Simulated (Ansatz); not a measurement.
A (001) slab of PtSe2 (P-3m1 (No. 164)), 8 planes, outer planes Se (top) and Se (bottom), with 8 atoms (Pt2Se6) in a surface cell of A = 12.248 Å², as cut from the bulk:

```xyz
8
Lattice="3.7607 0.0000 0.0000 -1.8804 3.2569 0.0000 0.0000 0.0000 27.0544" Properties=species:S:1:pos:R:3 pbc="T T T"
Se    0.0000    2.1713    7.5000
Se    1.8804    1.0856    9.8278
Pt    0.0000    0.0000   11.0956
Se    0.0000    2.1713   12.3633
Se    1.8804    1.0856   14.6911
Pt    0.0000    0.0000   15.9589
Se    0.0000    2.1713   17.2266
Se    1.8804    1.0856   19.5544
```

These are results of DFT PBEsol, scalar-relativistic, plane waves, PAW (Ansatz 0.2.0), not measurements. Settings: cutoff 420 eV, Γ-centred mesh 9×9×1 on the computed 8-atom cell, Gaussian smearing of 0.10 eV; no spin polarisation.

The relaxed slab holds 2 formula units of PtSe$_{2}$ and 2 further Se. Against those formula units in the bulk and the further Se in its standard state it lies 2.612 eV higher. The formation energy of PtSe$_{2}$ from the standard states is -1.234 eV a formula unit (uncorrected, no zero-point or thermal terms).

Question: Over what range can the chemical potential of Se vary, and what is the surface energy at both ends?

Answer: In contact with the bulk, 2μ(Se) + μ(Pt) is fixed. With Δμ counted from the standard states, Δμ(Se) ≤ 0 keeps elemental Se from forming, and Δμ(Pt) ≤ 0 requires Δμ(Se) ≥ ΔH/2 = -0.617 eV. Other compounds of Se and Pt can narrow this range. Then γ, the mean of both faces, = [2.612 eV − 2.00·Δμ(Se)]/(2A). At the Se-rich end (Δμ = 0): 2.612/(2 × 12.248) × 16.02 = 1.71 J/m². At the Se-poor end: (2.612 + 1.234)/(2 × 12.248) × 16.02 = 2.52 J/m².

Question: How does its energy depend on growth conditions?

Answer: It carries an excess of Se, so its energy falls by 1.31 J/m² for each eV that μ(Se) rises: Se-rich conditions lower it; whether it appears depends on the other terminations.